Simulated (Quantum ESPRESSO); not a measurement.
# Energy between parallel and opposed magnetic order in rutile-type CrO2 with LDA and five GGAs

Two magnetic orders of CrO2 are calculated at the same measured cell with six functionals: one with the two chromium spins parallel, one with them opposed. The order energy is

$$\Delta E = \frac{E_{\text{opposed}} - E_{\text{parallel}}}{N_{\text{Cr}}},\qquad N_{\text{Cr}} = 2,$$

so a positive value favours the parallel order. The question is how $\Delta E$ and the chromium site moment respond to the functional. All six favour the parallel order, in line with the known ferromagnetism of CrO2. The five GGAs lie between 151.6 and 165.3 meV per Cr. LDA gives 124.0 meV, which is 27.6 meV below the lowest GGA and further from it than the GGAs are from one another.

## How the numbers were made

One system, CrO2 (rutile-type, P4_2/mnm), 6 atom(s) a primitive cell, from measured cells of the Crystallography Open Database, atoms fixed. Quantum ESPRESSO 7.5, plane waves with GBRV 1.5 LDA or GBRV 1.5 PBE or GBRV 1.5 PBEsol pseudopotentials, cutoff 544 eV, Fermi-Dirac smearing of 0.1 eV, k meshes whose coarsest spacing along a reciprocal vector is 0.27 1/Å over all runs (2π included). No Hubbard U. Collinear spins, no spin-orbit coupling. At each rung a parallel and one opposed order (signs +-) are run; settings that are not listed as columns stay the same, except the number of bands, which is 36 or 39. Costs are from shared machines (Arm Neoverse N1). Runs that did not converge or carry a known fault are not listed.

Notes on method and selection:

- No rung is shown to be converged.
- Energies are free energies at the smearing width.
- Site moments count the spin inside each program's own atomic sphere, so they depend somewhat on its radius and leave out the spin between the spheres.
- Some functionals were run on pseudopotentials made for another functional.
- Quantum ESPRESSO sets the radius of an element's spheres to about 0.41 of its shortest distance to a neighbour.
- Runs that did not converge, have known faults or may not be shown are not listed, and runs on Ansatz's PAW sets soft_1 and soft_2 are kept to separate tables.

Columns:

- potentials: pseudopotential library.
- order energy (meV): energy of the opposed order less that of the parallel order, per magnetic atom (positive: parallel is favoured).
- moment (μB): largest site spin moment of the parallel order.
- cost (core-s): processor time of the two runs together.

Input lines of one member:

```
&SYSTEM
  ecutwfc = 40
  ecutrho = 280
  nbnd = 39
  input_dft = 'rpbe'
  occupations = 'smearing'
  smearing = 'fd'
  degauss = 0.00734986
  nspin = 2
  starting_magnetization(1) = 0.2143
  starting_magnetization(2) = 0
/
&ELECTRONS
  conv_thr = 1.2d-08
  mixing_beta = 0.3
/
K_POINTS automatic
8 8 8 0 0 0
```

Command (options for logging and memory left out): `pw.x -in pw.in`

## Results

| member | functional | potentials | order energy (meV) | moment (μB) | cost (core-s) |
| --- | --- | --- | --- | --- | --- |
| RPBE | RPBE | GBRV 1.5 PBE | 165.3 | 1.7528 | 780 |
| revPBE | revPBE | GBRV 1.5 PBE | 163.4 | 1.7491 | 780 |
| PBE | PBE | GBRV 1.5 PBE | 157.1 | 1.7381 | 800 |
| PBEsol | PBEsol | GBRV 1.5 PBEsol | 152.8 | 1.7263 | 810 |
| Wu-Cohen GGA | Wu-Cohen GGA | GBRV 1.5 PBE | 151.6 | 1.7237 | 810 |
| LDA | LDA | GBRV 1.5 LDA | 124.0 | 1.6900 | 760 |

## The trend and its physics

Order energy and moment fall together in every step from RPBE to LDA. A likely reason is the gradient dependence of exchange. RPBE and revPBE reward strongly varying densities more than PBE does, PBEsol and Wu-Cohen less. A stronger reward favours compact, spin-polarized 3d shells and widens the exchange splitting. This makes it costlier to shrink the chromium moments, as happens in the opposed order, and it weakens the superexchange that favours opposed spins. Both effects raise $\Delta E$.

The parallel order is known as a half-metal, whose total spin is fixed at 2 μB per formula unit. The change in site moment therefore mostly shows how much of that spin sits close to chromium, not how much there is.

A fixed coupling multiplied by the moment squared would be too weak a dependence. Between Wu-Cohen and RPBE the squared moment grows by a factor (1.7528 / 1.7237)² = 1.034, the order energy by 165.3 / 151.6 = 1.090.

A straight line through these two rows serves better, with the moment as a marker and not as the cause. Its slope is 13.7 / 0.0291 = 471 meV per μB. It misses revPBE, PBE and PBEsol by 0.2, 1.3 and 0.0 meV, whereas the mean of the GGAs, (165.3 + 163.4 + 157.1 + 152.8 + 151.6) / 5 = 158.0 meV, misses them by 163.4 − 158.0 = 5.4, 158.0 − 157.1 = 0.9 and 158.0 − 152.8 = 5.2 meV. For LDA it gives 151.6 − 471 × 0.0337 = 135.7 meV. With the slope between Wu-Cohen and PBE the result is 151.6 − (5.5 / 0.0144) × 0.0337 = 138.7 meV, with that between PBE and RPBE, where the order energy rises by 165.3 − 157.1 = 8.2 meV, it is 151.6 − (8.2 / 0.0147) × 0.0337 = 132.8 meV. LDA thus lies 9 to 15 meV lower than the GGAs would suggest.

## Exceptions

The other departures are small. PBE lies 1.3 meV below the line, which may be no more than a slight curvature. PBEsol and Wu-Cohen differ by 1.2 meV and 0.0026 μB, but they also use different pseudopotentials, so their order should not be read as a property of the functionals. RPBE, revPBE and Wu-Cohen all run on potentials made for PBE.

## What could be wrong

The atoms are fixed, so neither a smaller LDA cell nor a different sphere radius can explain the shortfall of about 12 meV. Four suspects remain.

1. **Smearing.** The energies are free energies, lowered by about $\frac{\pi^2}{6}N(E_F)(k_BT)^2$. With $k_BT$ = 0.1 eV this is roughly 16 meV for each state per eV and Cr. The sign fits if LDA gives the opposed order more states at the Fermi level. The excess over the parallel order would have to be about 0.7 states per eV and Cr larger than in the GGAs. So large a change between functionals at one fixed cell is unlikely, so smearing should explain only a small part of the shortfall.
2. **Moments in the opposed order.** If they shrink more in LDA than in the GGAs, the opposed order gains energy and $\Delta E$ falls. This would be a real effect of the functional.
3. **Pseudopotentials.** Only LDA uses the LDA set. PBEsol, on its own set, fits the line of rows run on PBE potentials, but that says nothing about the LDA set, and the sign is open.
4. **A parallel LDA run caught in a higher solution.** This would lower $\Delta E$ by an unknown amount.

The checks, cheapest first:

- Read the entropy term and the opposed moments from the existing outputs, at no cost. Adding half of $TS$ to each free energy removes the leading smearing error. If LDA then rises by about 12 meV against the GGAs, smearing is responsible. If it stays and its opposed moments have shrunk markedly more, the second suspect gains weight.
- Restart the parallel LDA run from the PBE density, for about half of 760 core-s. A lower energy would expose the fourth suspect.
- Run the LDA functional on the PBE potentials, for about 800 core-s. A result near 136 meV points to the potentials, one near 124 meV to the functional.
- Repeat LDA and PBE on a 12 × 12 × 12 mesh, for roughly (12 / 8)³ × (760 + 800) = 5265 core-s if the cost grows with the number of k points. Only a change in their difference of 33.1 meV matters here.

The functional itself is the likeliest cause, since LDA drops the gradient terms altogether while PBEsol and Wu-Cohen only weaken them.

## Closing remarks

At this fixed cell the choice among the five GGAs moves the order energy by 13.7 meV per Cr and the site moment by 0.0291 μB. Going on from Wu-Cohen to LDA takes off another 27.6 meV and 0.0337 μB. The sign never changes. The choice is free in computing time, as all six pairs of runs take 760 to 810 core-s. No row is shown to be converged, so differences of one or two meV carry little meaning.

The main omission is a Hubbard U on the chromium 3d shell. A U of a few eV would probably raise the site moment by one or two tenths of a μB, more than the whole spread of the table. It could also shift the order energy by several tens of meV, upwards if weaker superexchange dominates.

[Logs are printed without paths, hosts, clocks, repeated set-up lines and the standing remarks that a program may print on its own settings, such as how far it seeks lower states.]
